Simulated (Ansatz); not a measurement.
# Cd (Fm-3m) in Ansatz: convergence with wavefunction cutoff

Aim: find how far wavefunction cutoff must go before the results for Cd settle, at r2SCAN. This setting moves, with any that are tied to it; all else stays.

All numbers are computed with Ansatz 0.2.0; they aren't measurements. Logs are shortened: lines on timing, memory, paths and dates and some standing lists are left out, and cuts for length are marked.

### 1 The structure

Symmetry: Fm-3m, No. 225, cubic system. The conventional cell has a = 4.436 Å, b = 4.436 Å, c = 4.436 Å, α = 90.00°, β = 90.00°, γ = 90.00°. Cd (site symmetry m-3m) has 12 Cd at 3.14 Å as nearest neighbours.

This isn't the form of Cd at room conditions, which is hcp.

### 2 With wavefunction cutoff 200 eV

Input file input.yaml:

```yaml
crystal:
  lattice:
    - [0.0, 2.21814975, 2.21814975]
    - [2.21814975, 0.0, 2.21814975]
    - [2.21814975, 2.21814975, 0.0]
  atoms:
    - { symbol: Cd, position: [0.0, 0.0, 0.0] }
hamiltonian:
  xc: r2scan
  pseudopotentials: { kind: paw }
kpoints:
  mp_grid: { grid: [9, 9, 9] }
scf:
  occupations: { method: gaussian, width: 0.1 }
output:
  forces: true
  stress: true
  eigenvalues: true
basis:
  ecutwfc: "200 eV"
```

Potentials or basis: Ansatz PAW.

The run is started by

```
ansatz run input.yaml --threads 2 --pin off --max-ram 5632MiB --backend cpu --events-out ev --progress --plain --runs-dir out
```

Output:

```text
Warning: basis.ecutwfc = 200 eV is below the records' recommended 500 eV, and the density's cutoff is lower with it unless basis.ecutrho_ratio is high enough to keep the records' density cutoff: compare with a run at a higher cutoff
Warning: RAYON_NUM_THREADS=2 ignored (pool sized by the plan → 2); use --threads N
Engine: ansatz 0.2.0, aarch64-unknown-linux-gnu
Pseudopotentials: kind: paw
Pseudopotential: Cd, paw, valence charge 20, recommended cutoff 500 eV (meta_gga), Cd.paw.azcp
Functional definition: r2SCAN
  parameter k0 = 0.174
  parameter k1 = 0.065
  parameter a1 = 4.9479
  exchange = r2scan_x(k0 = k0, k1 = k1, a1 = a1)
  correlation = r2scan_c
Crystal: 1 atoms, lattice volume = 21.827 Å³
Basis set: ecut = 200 eV, 137 PW (Γ), exchange–correlation on 60×60×60 points (64 copies of the dense FFT grid, shifted against one another)
Bands: 14, of which v1, the nominal top of the filled ones, is band 10 counted from 1 (9 counted from 0)
Symmetry: 48 space group operations
Space group: Fm-3m (ITA 225), of the structure as read, at distance tolerance 2.8e-5 Å
k-points: 35 of 729
Non-local potential: Cd, projectors of the file, l = 0: 3, l = 1: 2, l = 2: 2, l = 3: 1
PAW form: soft (Blöchl's): semilocal exchange-correlation on the pseudo side does not see the compensation charge
PAW frozen core: Cd, regenerated for the run's functional (the file was generated under x = pbe(κ = 0.804, μ = 0.2195149727645171), c = pbe(β = 0.06672455060314922))
PAW one-centre angular grid: Cd, 590 points (default); XC on 160 Gauss nodes
Initial density: superposition of atomic densities (neutral atoms: chi_scale 0, normalization atom), corrected by the library's trained network
Initial wavefunctions: pseudopotential atomic-orbital guess
Functional: x = r2scan, c = r2scan; τ floored in thin density (d = 2e-4 eV/Å³)
SCF iter   1: F=—  HF=-8256.206531 eV  |F-HF|=—  |Δ(HF+E_count)|=         —  Δρ=1.62e-1  dr2=2.61e0  dr2_τ=4.41e-1  ethr=1.77e-3  ⟨swp⟩=4.0  Hψ=2210  notcnv=0
preconditioner: auto → none  [insulator: Δε(μ)=0.295 eV  Ē_g=16.854 eV  σ=0.100 eV  W_gap=0.58  n_scr=8 (ndim 8)  ℏωp=27.5 eV  f_vac=0.000  D(μ)=0.38/eV (n_scr^D=0)  ε∞_Penn≈3.7]
SCF iter   2: F=—  HF=-8255.046915 eV  |F-HF|=—  |Δ(HF+E_count)|=    1.16e0  Δρ=3.65e-2  dr2=1.59e-1  dr2_τ=2.55e-2  ethr=1.77e-3  ⟨swp⟩=2.0  Hψ=1259  notcnv=0  defer=1
SCF iter   3: F=—  HF=-8255.041752 eV  |F-HF|=—  |Δ(HF+E_count)|=   5.16e-3  Δρ=1.80e-2  dr2=2.54e-2  dr2_τ=8.03e-3  ethr=7.97e-4  ⟨swp⟩=2.0  Hψ=884  notcnv=0  defer=1
SCF iter   4: F=—  HF=-8255.048281 eV  |F-HF|=—  |Δ(HF+E_count)|=   6.53e-3  Δρ=8.92e-4  dr2=9.22e-5  dr2_τ=9.61e-6  ethr=1.27e-4  ⟨swp⟩=2.0  Hψ=759  notcnv=0  defer=1
SCF iter   5: F=—  HF=-8255.048424 eV  |F-HF|=—  |Δ(HF+E_count)|=   1.42e-4  Δρ=9.31e-5  dr2=7.68e-7  dr2_τ=3.42e-7  ethr=4.61e-7  ⟨swp⟩=2.6  Hψ=781  notcnv=0  defer=1
SCF iter   6: F=-8255.048429 eV  HF=-8255.048429 eV  |F-HF|=2.92e-8  |Δ(HF+E_count)|=   5.26e-6  Δρ=1.16e-5  dr2=2.16e-8  dr2_τ=2.35e-9  ethr=5.00e-10  ⟨swp⟩=5.1  Hψ=2100  notcnv=0
SCF 1 converged in 6 iterations: F = -8255.048429 eV  dr2 = 2.16e-8
SCF converged after 6 iterations
Free energy (F): -8255.048429 eV
Harris-Foulkes:  -8255.048429 eV  (|F-HF|=2.92e-8)
Internal energy: -8255.046452 eV  (E = F + TS)
E sigma→0 (E₀):  -8255.047441 eV
Entropy (-TS):   -0.001977 eV (-1.977 meV/atom)
Fermi energy:    14.495875 eV
--- Per-component energies (eV) ---
  E_band       = -454.651567
  E_kinetic    = 549.743623
  E_local      = -2900.415132  (includes V_loc(G=0)·N_el)
  E_nonlocal   = -2.617539
  E_hartree    = 1346.098440
  E_xc         = -176.443313
  E_vxc        = -258.161860  (∫ρ·V_xc dr)
  E_paw        = -4094.475125  (= ΣΔE_a)
  E_vpaw       = -553.655785  (= ΣTr[D̂ρ^β])
  E_aug_tail   = -0.000620  (compensation charges beyond the density's cutoff)
  E_vtau       = 18.252303  (kinetic-family band-sum trace: ∫τ·v_τ [+ j·A + Jᵃ·Aᵃ] dr)
  E_ewald      = -2976.372016
  E_core_change = -0.564771  (= ΣΔE_core)
  E_smearing   = -0.001977  (= −TS)
  E_closure    = -0.000000  (closes the sum)
  Σ components = -8255.048429   (vs F -8255.048429, Δ=0.00e0)
--- Forces (eV/Å), atoms counted from 1 ---
  atom   1  Cd     0.00000000     0.00000000     0.00000000
  max |Σ_I F_I| component: 2.47e-32 eV/Å
--- Stress (GPa, compression-positive) ---
       21.942491       0.000000       0.000000
       -0.000000      21.942491      -0.000000
        0.000000      -0.000000      21.942491
  P = ⅓ Tr σ = 21.9425 GPa (219.425 kbar)
--- Band table (eV; the first three rows and the last of 35) ---
  k-point 0: bands = ["-94.9446", "-54.5359", "-54.5359", "-54.5359", "3.7100", "3.7100", "3.7100", "4.8024", "4.8024", "5.4719", "28.3176", "30.2811", "30.2811", "30.2811"]
  k-point 1: bands = ["-95.0551", "-54.7165", "-54.6382", "-54.6382", "3.4428", "3.6514", "3.6514", "4.0775", "4.0775", "5.7882", "26.4178", "28.7647", "29.7786", "29.7786"]
  k-point 2: bands = ["-95.1110", "-54.7548", "-54.7548", "-54.6691", "3.4329", "3.4329", "3.4762", "3.9879", "3.9879", "6.8521", "22.1497", "28.5729", "28.9307", "28.9307"]
  k-point 34: bands = ["-94.9309", "-54.6444", "-54.5505", "-54.4243", "3.6188", "3.8043", "4.0205", "4.6301", "5.1718", "14.7960", "17.5827", "17.7312", "19.5070", "31.9222"]
```

Wall time 0.5 s (2 threads of Arm Neoverse V1, shared host); peak memory 0.25 GiB.

Results:

```
Free energy            : -8255.0484 eV
Pressure               : 21.9 GPa
Band gap on the k mesh : none (metal or under the smearing width)
```

### 3 With wavefunction cutoff 250 eV

Edit input.yaml of step 2 so:

```diff
@@ -19,2 +19,2 @@
 basis:
-  ecutwfc: "200 eV"
+  ecutwfc: "250 eV"
```

Potentials or basis: Ansatz PAW.

The run is started by

```
ansatz run input.yaml --threads 2 --pin off --max-ram 5632MiB --backend cpu --events-out ev --progress --plain --runs-dir out
```

It took 0.61 s on 2 threads of Arm Neoverse V1, shared host; peak memory 0.27 GiB.

What came out:

```yaml
Free_energy: -8266.5803 eV
Pressure: 1.0 GPa
Band_gap_on_the_k_mesh: none (metal or under the smearing width)
```

### 4 With wavefunction cutoff 300 eV

Edit input.yaml of step 3 so:

```diff
@@ -19,2 +19,2 @@
 basis:
-  ecutwfc: "250 eV"
+  ecutwfc: "300 eV"
```

The run is started by

```
ansatz run input.yaml --threads 2 --pin off --max-ram 5632MiB --backend cpu --events-out ev --progress --plain --runs-dir out
```

Wall time 0.65 s (2 threads of Arm Neoverse V1, shared host); peak memory 0.27 GiB.

What came out:

```
Free energy            : -8268.0220 eV
Pressure               : -0.2 GPa
Band gap on the k mesh : none (metal or under the smearing width)
```

### 5 With wavefunction cutoff 350 eV

Edit input.yaml of step 4 so:

```diff
@@ -19,2 +19,2 @@
 basis:
-  ecutwfc: "300 eV"
+  ecutwfc: "350 eV"
```

The run is started by

```
ansatz run input.yaml --threads 2 --pin off --max-ram 5632MiB --backend cpu --events-out ev --progress --plain --runs-dir out
```

It took 0.7 s on 2 threads of Arm Neoverse V1, shared host; peak memory 0.28 GiB.

What came out:

```yaml
Free_energy: -8268.1358 eV
Pressure: 0.0 GPa
Band_gap_on_the_k_mesh: none (metal or under the smearing width)
```

### 6 With wavefunction cutoff 400 eV

Edit input.yaml of step 5 so:

```diff
@@ -19,2 +19,2 @@
 basis:
-  ecutwfc: "350 eV"
+  ecutwfc: "400 eV"
```

Potentials or basis: Ansatz PAW.

The run is started by

```
ansatz run input.yaml --threads 2 --pin off --max-ram 5632MiB --backend cpu --events-out ev --progress --plain --runs-dir out
```

It took 0.91 s on 2 threads of Arm Neoverse V1, shared host; peak memory 0.31 GiB.

Results (log left out):

```
Free energy            : -8268.1408 eV
Pressure               : -0.1 GPa
Band gap on the k mesh : none (metal or under the smearing width)
```

### 7 With wavefunction cutoff 450 eV

Edit input.yaml of step 6 so:

```diff
@@ -19,2 +19,2 @@
 basis:
-  ecutwfc: "400 eV"
+  ecutwfc: "450 eV"
```

The run is started by

```
ansatz run input.yaml --threads 2 --pin off --max-ram 5632MiB --backend cpu --events-out ev --progress --plain --runs-dir out
```

Run time: 0.95 s. Hardware: 2 threads of Arm Neoverse V1, shared host; peak memory 0.31 GiB.

Results (log left out):

```yaml
Free_energy: -8268.1457 eV
Pressure: -0.1 GPa
Band_gap_on_the_k_mesh: none (metal or under the smearing width)
```

### 8 With wavefunction cutoff 500 eV

Edit input.yaml of step 7 so:

```diff
@@ -19,2 +19,2 @@
 basis:
-  ecutwfc: "450 eV"
+  ecutwfc: "500 eV"
```

The run is started by

```
ansatz run input.yaml --threads 2 --pin off --max-ram 5632MiB --backend cpu --events-out ev --progress --plain --runs-dir out
```

Run time: 0.96 s. Hardware: 2 threads of Arm Neoverse V1, shared host; peak memory 0.31 GiB.

It converged, with:

* Free energy: -8268.1491 eV
* Pressure: -0.1 GPa
* Band gap on the k mesh: none (metal or under the smearing width)

### 9 With wavefunction cutoff 600 eV

Edit input.yaml of step 8 so:

```diff
@@ -19,2 +19,2 @@
 basis:
-  ecutwfc: "500 eV"
+  ecutwfc: "600 eV"
```

Potentials or basis: Ansatz PAW.

The run is started by

```
ansatz run input.yaml --threads 2 --pin off --max-ram 5632MiB --backend cpu --events-out ev --progress --plain --runs-dir out
```

Wall time 1.3 s (2 threads of Arm Neoverse V1, shared host); peak memory 0.34 GiB.

Results (log left out):

| Item | Value |
| --- | --- |
| Free energy | -8268.1513 eV |
| Pressure | -0.1 GPa |
| Band gap on the k mesh | none (metal or under the smearing width) |

### 10 With wavefunction cutoff 800 eV

Edit input.yaml of step 9 so:

```diff
@@ -19,2 +19,2 @@
 basis:
-  ecutwfc: "600 eV"
+  ecutwfc: "800 eV"
```

The run is started by

```
ansatz run input.yaml --threads 2 --pin off --max-ram 5632MiB --backend cpu --events-out ev --progress --plain --runs-dir out
```

Wall time 1.6 s (2 threads of Arm Neoverse V1, shared host); peak memory 0.39 GiB.

The run converged. Its results:

* Free energy: -8268.1528 eV
* Pressure: -0.1 GPa
* Band gap on the k mesh: none (metal or under the smearing width)

### 11 Summary

```
wavefunction cutoff  energy less the tightest run, at zero smearing (meV/atom)  pressure (GPa)  SCF cycles  CPU time (s)  peak memory (GiB)
             200 eV                                                   13104.39           21.94           6          0.78               0.25
             250 eV                                                    1572.49            0.96           6             1               0.27
             300 eV                                                     130.88           -0.22           6           1.1               0.27
             350 eV                                                      17.08           -0.04           6           1.2               0.28
             400 eV                                                      12.04           -0.08           6           1.6               0.31
             450 eV                                                       7.13           -0.08           6           1.7               0.31
             500 eV                                                       3.70           -0.08           6           1.7               0.31
             600 eV                                                       1.49           -0.10           6           2.4               0.34
             800 eV                                                       0.00           -0.10           6           2.9               0.39
```

Against the tightest run, the pressure stays within 0.1 GPa from 350 eV on. Not settled before the last step: the energy (to 1 meV/atom). The tightest run that finished is the yardstick and may itself not be fully converged.

Caveats: the PAW data sets come from PBE, with cores solved anew for the run's functional, which leaves a small shift of forces and pressure.
